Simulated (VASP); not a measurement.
# Te (Im-3m) in VASP: notebook

The runs below take Te through single point, with r2SCAN0, r2SCAN.

Everything below comes from runs of VASP 6.6.1. Logs are shortened: lines on timing, memory, paths and dates and some standing lists are left out, and cuts for length are marked.

### 1 The structure

The structure is cubic, space group Im-3m (No. 229). Conventional cell: a = 3.849 Å, b = 3.849 Å, c = 3.849 Å, α = 90.00°, β = 90.00°, γ = 90.00°. Te (site symmetry m-3m) has 8 Te at 3.33 Å as nearest neighbours.

This isn't the form of Te at room conditions, which is trigonal, of chains.

### 2 Single point, r2SCAN0

POSCAR reads:

```
Te
1.0
   -1.9246244317      1.9246244317      1.9246244317
    1.9246244317     -1.9246244317      1.9246244317
    1.9246244317      1.9246244317     -1.9246244317
Te
1
Direct
    0.0000000000      0.0000000000      0.0000000000
```

INCAR.step1 reads:

```
SYSTEM = Te
PREC = Accurate
ENCUT = 520
EDIFF = 1E-5
ISMEAR = -1
SIGMA = 0.1
LREAL = .False.
LASPH = .True.
NELM = 80
ALGO = Normal
ISIF = 2
LWAVE = .True.
NBANDS = 9
GGA = PE
```

INCAR.step2 reads:

```
SYSTEM = Te
PREC = Accurate
ENCUT = 520
EDIFF = 1E-6
ISMEAR = -1
SIGMA = 0.1
LREAL = .False.
LASPH = .True.
NELM = 80
ALGO = Normal
ISIF = 2
LWAVE = .False.
LCHARG = .True.
METAGGA = R2SCAN
LHFCALC = .True.
AEXX = 0.25
LMIXTAU = .True.
PRECFOCK = Normal
HFRCUT = -1
LELF = .True.
LVHAR = .True.
NBANDS = 9
ISTART = 1
```

KPOINTS reads:

```
Automatic mesh
0
Gamma
  6 6 6
  0 0 0
```

Potentials or basis: VASP PAW PBE potentials, release 64 (Te).

Command:

```bash
cat potpaw_PBE.64/Te/POTCAR > POTCAR
cp INCAR.step1 INCAR
mpirun -np 1 vasp_std > vasp.out
cp INCAR.step2 INCAR
mpirun -np 1 vasp_std > vasp.out
```

OUTCAR:

```text
SYSTEM = Te
   PREC = Accurate
   ENCUT = 520
   EDIFF = 1E-6
   ISMEAR = -1
   LREAL = .False.
   LASPH = .True.
   NELM = 80
   ISIF = 2
   METAGGA = R2SCAN
   LHFCALC = .True.
   AEXX = 0.25
   PRECFOCK = Normal
   ISTART = 1

 ion  position               nearest neighbor table
   1  0.000  0.000  0.000-

  LATTYP: Found a body centered cubic cell.
 ALAT       =     3.8492488634

  Lattice vectors:

 A1 = (  -1.9246244317,   1.9246244317,   1.9246244317)
 A2 = (   1.9246244317,  -1.9246244317,   1.9246244317)
 A3 = (   1.9246244317,   1.9246244317,  -1.9246244317)

Analysis of symmetry for initial positions (statically):
=====================================================================
 Subroutine PRICEL returns:
 Original cell was already a primitive cell.

 Routine SETGRP: Setting up the symmetry group for a
 body centered cubic supercell.

 Subroutine GETGRP returns: Found 48 space group operations
 (whereof 48 operations were pure point group operations)
 out of a pool of 48 trial point group operations.

The static configuration has the point symmetry O_h .

Analysis of symmetry for dynamics (positions and initial velocities):
=====================================================================
 Subroutine PRICEL returns:
 Original cell was already a primitive cell.

 Routine SETGRP: Setting up the symmetry group for a
 body centered cubic supercell.

 Subroutine GETGRP returns: Found 48 space group operations
 (whereof 48 operations were pure point group operations)
 out of a pool of 48 trial point group operations.

The dynamic configuration has the point symmetry O_h .

 Subroutine INISYM returns: Found 48 space group operations
 (whereof 48 operations are pure point group operations),
 and found     1 'primitive' translations

----------------------------------------------------------------------------------------

                                     Primitive cell

  volume of cell :      28.5166

  direct lattice vectors                    reciprocal lattice vectors
    -1.924624432  1.924624432  1.924624432     0.000000000  0.259790945  0.259790945
     1.924624432 -1.924624432  1.924624432     0.259790945  0.000000000  0.259790945
     1.924624432  1.924624432 -1.924624432     0.259790945  0.259790945  0.000000000

  length of vectors
     3.333547301  3.333547301  3.333547301     0.367399878  0.367399878  0.367399878

  position of ions in fractional coordinates (direct lattice)
     0.000000000  0.000000000  0.000000000

  ion indices of the primitive-cell ions
   primitive index   ion index
                 1           1

----------------------------------------------------------------------------------------

 KPOINTS: Automatic mesh

Automatic generation of k-mesh.
 Grid dimensions read from file:
 generate k-points for:    6    6    6

 Generating k-lattice:

  Cartesian coordinates                     Fractional coordinates (reciprocal lattice)
     0.000000000  0.043298491  0.043298491     0.166666667  0.000000000  0.000000000
     0.043298491  0.000000000  0.043298491     0.000000000  0.166666667  0.000000000
     0.043298491  0.043298491  0.000000000     0.000000000  0.000000000  0.166666667

  Length of vectors
     0.061233313  0.061233313  0.061233313

  Shift w.r.t. Gamma in fractional coordinates (k-lattice)
     0.000000000  0.000000000  0.000000000

 Subroutine IBZKPT returns following result:
 ===========================================

 Found     16 irreducible k-points:

 Following reciprocal coordinates:
            Coordinates               Weight
  0.000000  0.000000  0.000000      1.000000
  0.166667  0.000000  0.000000     12.000000
  0.333333  0.000000  0.000000     12.000000
  0.500000  0.000000  0.000000      6.000000
  0.166667  0.166667  0.000000     24.000000
  0.333333  0.166667 -0.000000     48.000000
[... 8 lines left out ...]
  0.500000  0.500000  0.333333     12.000000
  0.500000  0.500000  0.500000      1.000000
   k-points           NKPTS =     16   k-points in BZ     NKDIM =    216   number of bands    NBANDS=      9
   number of dos      NEDOS =    301   number of ions     NIONS =      1
   total plane-waves  NPLWV =  21952
   dimension x,y,z NGX =    28 NGY =   28 NGZ =   28
   dimension x,y,z NGXF=    56 NGYF=   56 NGZF=   56
   ions per type =               1
   NGX,Y,Z   is equivalent  to a cutoff of  13.96, 13.96, 13.96 a.u.
   NGXF,Y,Z  is equivalent  to a cutoff of  27.93, 27.93, 27.93 a.u.
 SYSTEM =  Te
   PREC   = accura    normal or accurate (medium, high low for compatibility)
   ISTART =      1    job   : 0-new  1-cont  2-samecut
   ICHARG =      0    charge: 1-file 2-atom 10-const
   ISPIN  =      1    spin polarized calculation?
   LNONCOLLINEAR =      F non collinear calculations
   LSORBIT =      F    spin-orbit coupling
   LASPH  =      T    aspherical Exc in radial PAW
   ENCUT  =  520.0 eV  38.22 Ry    6.18 a.u.   6.20  6.20  6.20*2*pi/ulx,y,z
   NELM   =     80;   NELMIN=  2; NELMDL=  0     # of ELM steps
   EDIFF  = 0.1E-05   stopping-criterion for ELM
   LREAL  =      F    real-space projection
   EDIFFG = 0.1E-04   stopping-criterion for IOM
   NSW    =      0    number of steps for IOM
   IBRION =     -1    ionic relax: 0-MD 1-quasi-New 2-CG
   NFREE  =      0    steps in history (QN), initial steepest desc. (CG)
   ISIF   =      2    stress and relaxation
   ISYM   =      3    0-nonsym 1-usesym 2-fastsym
   POTIM  = 0.5000    time-step for ionic-motion
   TEBEG  =    0.0;   TEEND  =   0.0 temperature during run
   PSTRESS=    0.0 pullay stress
   NELECT =       6.0000    total number of electrons
   NUPDOWN=      -1.0000    fix difference up-down
   EMIN   =  10.00;   EMAX   =-10.00  energy-range for DOS
   EFERMI =   0.00;   METHOD = LEGACY
   ISMEAR =    -1;   SIGMA  =   0.10  broadening in eV -4-tet -1-fermi 0-gaus
   EFERMI_NEDOS =   21; number of points for ismear=-14 and -15
   IALGO  =     38    algorithm
   IMIX   =      1    mixing-type and parameters
     AMIX     =   0.40;   BMIX     =  1.00
     AMIX_MAG =   1.60;   BMIX_MAG =  1.00
  volume/ion in A,a.u.               =      28.52       192.44
  Fermi-wavevector in a.u.,A,eV,Ry     =   0.973702  1.840029 12.899615  0.948095
  Thomas-Fermi vector in A             =   2.104102
   LORBIT       =      0    0 simple, 1 ext, 2 COOP (PROOUT), +10 PAW based schemes
   METAGGA = R2SCAN    functional components
   LHFCALC =     T    Hartree Fock is set to
   PRECFOCK=normal    Normal, Fast or Accurate (Low or Medium for compatibility)
   ENCUT4O =  -1.0   cutoff for four orbital integrals eV
   NKREDX  =     1    reduce k-point grid by
   NKREDY  =     1    reduce k-point grid by
   NKREDZ  =     1    reduce k-point grid by
   AEXX    =    0.2500 exact exchange contribution
   HFSCREEN=    0.0000 screening length (either q_TF or 0.3 A-1)
   HFSCREENC=   0.0000 screening length for correlation (either q_TF or 0.3 A-1)
   ENCUTFOCK=  -1.0 apply spherical cutoff to Coloumb kernel
   IVDW    =     0    specifies the selected vdW correction
   LEPSILON=     F    determine dielectric tensor
   LRPA    =     F    only Hartree local field effects (RPA)
 non-spin polarized calculation
  energy-cutoff  :      520.00
  volume of cell :       28.52
 maximum number of plane-waves:       784
 NGX is ok and might be reduce to    28
  NGX = 20; NGY = 20; NGZ = 20

 number of electron       6.0000000 magnetization

 Free energy of the ion-electron system (eV)
  ---------------------------------------------------
  ext. energy  EPLUGINS =         0.00000000
  ---------------------------------------------------
  free energy    TOTEN  =       -20.67588859 eV

  energy without entropy =      -20.66468770  energy(sigma->0) =      -20.67028815

 E-fermi :   7.8476     XC(G=0):  -8.2728

 val. band max:        7.4214535448   @ k =   0.1667   0.1667   0.0000
 cond. band min:       7.8770807413   @ k =   0.1667   0.0000   0.0000
 fundamental gap:      0.4556271965
 Fermi energy:         7.8475809347

 k-point     1 :       0.0000    0.0000    0.0000
  band No.  band energies     occupation
      1      -8.5837      2.00000
      2      11.4482      0.00000
      3      11.4482      0.00000
      4      11.4482      0.00000
      5      18.8234      0.00000
      6      18.8234      0.00000
      7      18.8234      0.00000
      8      18.8609      0.00000
      9      21.4316      0.00000

 k-point     2 :       0.1667    0.0000    0.0000
  band No.  band energies     occupation
      1      -8.0998      2.00000
      2       7.8771      0.85356
      3      10.1452      0.00000
      4      11.1570      0.00000
      5      16.8702      0.00000
      6      17.1903      0.00000
      7      20.1979      0.00000
      8      20.3141      0.00000
      9      20.9440      0.00000

 k-point     3 :       0.3333    0.0000    0.0000
  band No.  band energies     occupation
      1      -6.4946      2.00000
      2       2.7998      2.00000
      3       8.2908      0.02350
      4      10.6908      0.00000
      5      14.9373      0.00000
      6      15.6610      0.00000
      7      20.9307      0.00000
      8      21.7291      0.00000
      9      25.2422      0.00000

 k-point     4 :       0.5000    0.0000    0.0000
  band No.  band energies     occupation
      1      -5.1662      2.00000
      2       0.2063      2.00000
      3       7.3030      1.99141
      4      10.4264      0.00000
      5      14.2805      0.00000
      6      15.1711      0.00000
      7      22.5513      0.00000
      8      23.8438      0.00000
      9      24.4657      0.00000
[... 109 lines left out ...]
 k-point    14 :      -0.3333    0.3333    0.3333
  band No.  band energies     occupation
      1      -4.5446      2.00000
      2       4.0426      2.00000
      3       4.8869      2.00000
      4       4.8869      2.00000
      5      12.6856      0.00000
      6      16.6495      0.00000
      7      22.5064      0.00000
      8      22.5064      0.00000
      9      22.6531      0.00000

 k-point    15 :       0.5000    0.5000    0.3333
  band No.  band energies     occupation
      1      -3.3914      2.00000
      2       2.3851      2.00000
      3       4.2560      2.00000
      4       5.1346      2.00000
      5      12.8465      0.00000
      6      13.8611      0.00000
      7      22.1086      0.00000
      8      22.9266      0.00000
      9      27.9597      0.00000

 k-point    16 :       0.5000    0.5000    0.5000
  band No.  band energies     occupation
      1      -2.4285      2.00000
      2       3.5896      2.00000
      3       3.5896      2.00000
      4       3.5896      2.00000
      5      11.5845      0.00000
      6      11.5845      0.00000
      7      27.0990      0.00000
      8      27.5556      0.00000
      9      27.5556      0.00000

------------------------ aborting loop because EDIFF is reached ----------------------------------------

  FORCE on cell =-STRESS in cart. coord.  units (eV):
  Direction    XX          YY          ZZ          XY          YZ          ZX
  --------------------------------------------------------------------------------------
  -------------------------------------------------------------------------------------
  Total       -0.7079437     -0.7079437     -0.7079437     -0.0000000      0.0000000     -0.0000000
  in kB      -39.7751069    -39.7751069    -39.7751069     -0.0000000      0.0000000     -0.0000000
  external PRESSURE =     -39.7751069 kB  Pullay stress =       0.0000000 kB

 VOLUME and BASIS-vectors are now :
 -----------------------------------------------------------------------------
  energy-cutoff  :      520.00
  volume of cell :       28.52
      direct lattice vectors                 reciprocal lattice vectors
    -1.924624432  1.924624432  1.924624432     0.000000000  0.259790945  0.259790945
     1.924624432 -1.924624432  1.924624432     0.259790945  0.000000000  0.259790945
     1.924624432  1.924624432 -1.924624432     0.259790945  0.259790945  0.000000000

 POSITION                                       TOTAL-FORCE (eV/Angst)
 -----------------------------------------------------------------------------------
      0.00000      0.00000      0.00000         0.000000      0.000000      0.000000
 -----------------------------------------------------------------------------------
    total drift:                                0.000000      0.000000      0.000000

  FREE ENERGIE OF THE ION-ELECTRON SYSTEM (eV)
  ---------------------------------------------------
  free  energy   TOTEN  =       -20.6758885911 eV

  energy  without entropy=      -20.6646877043  energy(sigma->0) =      -20.67028815
```

Run time: 5 min. Hardware: 1 thread of AMD EPYC 9R45 (Zen 5), shared host; peak memory 0.14 GiB.

Results:

```yaml
Free_energy: -20.6759 eV
Pressure: -4.0 GPa
Band_gap_on_the_k_mesh: none (metal or under the smearing width)
```

Caveat: the k mesh is coarse (spacing up to 0.38 Å⁻¹), so the values aren't converged, least of all with exact exchange; the PAW data sets were made with another functional, which shifts forces and pressure a little.

### 3 Single point, r2SCAN

POSCAR is that of step 2.

INCAR.step1 reads:

```
PREC = Accurate
ENCUT = 520
ISMEAR = -1
SIGMA = 0.1
LREAL = False
LASPH = True
NELM = 80
NBANDS = 9
GGA = PE
ALGO = Normal
EDIFF = 1E-4
LWAVE = True
LCHARG = False
```

INCAR.step2 reads:

```
PREC = Accurate
ENCUT = 520
EDIFF = 1E-7
ISMEAR = -1
SIGMA = 0.1
LREAL = False
LASPH = True
NELM = 80
ALGO = Normal
ISIF = 2
LWAVE = False
LCHARG = True
METAGGA = R2SCAN
LMIXTAU = True
LELF = True
LVHAR = True
NBANDS = 9
ISTART = 1
```

KPOINTS reads:

```
Automatic mesh
0
Gamma
  6 6 6
```

Potentials or basis: VASP PAW PBE potentials, release 64 (Te).

Command:

```bash
cat potpaw_PBE.64/Te/POTCAR > POTCAR
cp INCAR.step1 INCAR
mpirun -np 1 vasp_std > vasp.out
cp INCAR.step2 INCAR
mpirun -np 1 vasp_std > vasp.out
```

Run time: 14 s. Hardware: 1 thread of AMD EPYC 9R45 (Zen 5), shared host; peak memory 0.13 GiB.

It converged, with:

| Item | Value |
| --- | --- |
| Free energy | -24.9882 eV |
| Pressure | -0.4 GPa |
| Band gap on the k mesh | none (metal or under the smearing width) |

Levels at points of the mesh, in eV from the Fermi level:
```
           k point  band 1  band 2  band 3  band 4  band 5  band 6
(0.00, 0.00, 0.00)  -14.69    2.86    2.86    2.86   10.02   10.02
(0.50, 0.00, 0.00)  -11.48   -6.41   -0.28    1.91    5.89    6.59
(0.50, 0.50, 0.50)   -9.07   -3.42   -3.42   -3.42    3.18    3.18
```

Caveat: the k mesh is coarse (spacing up to 0.38 Å⁻¹), so the values aren't converged; the PAW data sets were made with another functional, which shifts forces and pressure a little.
